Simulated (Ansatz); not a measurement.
# SnSe: squeezing one contact

Aim: change the length of one contact in SnSe (Sn1–Se2) by moving its two atoms, all else held, and follow energy and force. Methods of the runs shown: PAW. Its runs: shortest bond scaled by 1 (PAW); shortest bond scaled by 0.82 (PAW); shortest bond scaled by 0.76 (PAW); shortest bond scaled by 0.7 (PAW); shortest bond scaled by 0.64 (PAW and PAW (partial_waves polarizable)).

Computed with Ansatz 0.2.0 (DFT, PBE, PAW with Ansatz's default frozen-core files, scalar-relativistic, unless a step's input says otherwise).

1 further run of the same task is left out (it didn't finish).

## 1. Starting point

Symmetry: Fm-3m, No. 225, cubic system. The conventional cell has a = 6.021 Å, b = 6.021 Å, c = 6.021 Å, α = 90.00°, β = 90.00°, γ = 90.00°. Around Sn (site symmetry m-3m) lie 6 Se at 3.01 Å. Around Se (site symmetry m-3m) lie 6 Sn at 3.01 Å.

As a file:

```
CELL_PARAMETERS angstrom
0.00000 3.01043 3.01043
3.01043 0.00000 3.01043
3.01043 3.01043 0.00000
ATOMIC_POSITIONS crystal
Sn 0.00000 0.00000 0.00000
Se 0.50000 0.50000 0.50000
```

Atoms are numbered in the order of the input: Sn1, Se2.

## 2. Shortest bond scaled by 1, PAW

input.yaml reads:

```yaml
crystal:
  lattice:
    - [0.0, 3.0104337128, 3.0104337128]
    - [3.0104337128, 0.0, 3.0104337128]
    - [3.0104337128, 3.0104337128, 0.0]
  atoms:
    - { symbol: Sn, position: [0.0, 0.0, 0.0] }
    - { symbol: Se, position: [0.5, 0.5, 0.5] }
kpoints:
  mp_grid: { grid: [9, 9, 9] }
scf:
  occupations: { method: fermi_dirac, width: 0.05 }
hamiltonian:
  xc: pbe
  pseudopotentials: { kind: paw }
output:
  forces: true
  stress: true
  eigenvalues: true
  efg: { contact_densities: true }
  populations: true
```

Command:

```sh
ansatz run input.yaml --threads 1 --pin off --max-ram 2048MiB --backend cpu --events-out ev --progress --plain --runs-dir out
```

## 3. Shortest bond scaled by 0.82, PAW

input.yaml, as its differences from that of step 2:

```diff
@@ -6,4 +6,4 @@
   atoms:
-    - { symbol: Sn, position: [0.0, 0.0, 0.0] }
-    - { symbol: Se, position: [0.5, 0.5, 0.5] }
+    - { symbol: Sn, position: [-0.045, -0.045, 0.045] }
+    - { symbol: Se, position: [0.545, 0.545, 0.455] }
 kpoints:
```

## 4. Shortest bond scaled by 0.76, PAW

input.yaml, as its differences from that of step 3:

```diff
@@ -6,4 +6,4 @@
   atoms:
-    - { symbol: Sn, position: [-0.045, -0.045, 0.045] }
-    - { symbol: Se, position: [0.545, 0.545, 0.455] }
+    - { symbol: Sn, position: [-0.06, -0.06, 0.06] }
+    - { symbol: Se, position: [0.56, 0.56, 0.44] }
 kpoints:
```

## 5. Shortest bond scaled by 0.7, PAW

input.yaml, as its differences from that of step 4:

```diff
@@ -6,4 +6,4 @@
   atoms:
-    - { symbol: Sn, position: [-0.06, -0.06, 0.06] }
-    - { symbol: Se, position: [0.56, 0.56, 0.44] }
+    - { symbol: Sn, position: [-0.075, -0.075, 0.075] }
+    - { symbol: Se, position: [0.575, 0.575, 0.425] }
 kpoints:
```

## 6. Shortest bond scaled by 0.64, PAW

input.yaml, as its differences from that of step 5:

```diff
@@ -6,4 +6,4 @@
   atoms:
-    - { symbol: Sn, position: [-0.075, -0.075, 0.075] }
-    - { symbol: Se, position: [0.575, 0.575, 0.425] }
+    - { symbol: Sn, position: [-0.09, -0.09, 0.09] }
+    - { symbol: Se, position: [0.59, 0.59, 0.41] }
 kpoints:
```

## 7. Shortest bond scaled by 0.64, PAW (partial_waves polarizable)

input.yaml, as its differences from that of step 6:

```diff
@@ -14,3 +14,3 @@
   xc: pbe
-  pseudopotentials: { kind: paw }
+  pseudopotentials: { kind: paw, partial_waves: polarizable }
 output:
@@ -19,3 +19 @@
   eigenvalues: true
-  efg: { contact_densities: true }
-  populations: true
```

(Steps that only read results are left out.)

**Question.** What will these runs give?

**Answer**, as computed:

| quantity | value |
| --- | --- |
| force along the bond, positive apart, at 1.927 Å (PAW) | 20.23 eV/Å |
| force along the bond, positive apart, at 1.927 Å (PAW (partial_waves polarizable)) | 20.22 eV/Å |

What this shows: At 1.93 Å the force along the bond is 20.23 eV/Å by PAW, and the energy stands 4.79 eV over the given length. With two atoms in the cell whole sublattices move, so the other contacts between the two sublattices change too; at scales over 1 some of them become the shortest.
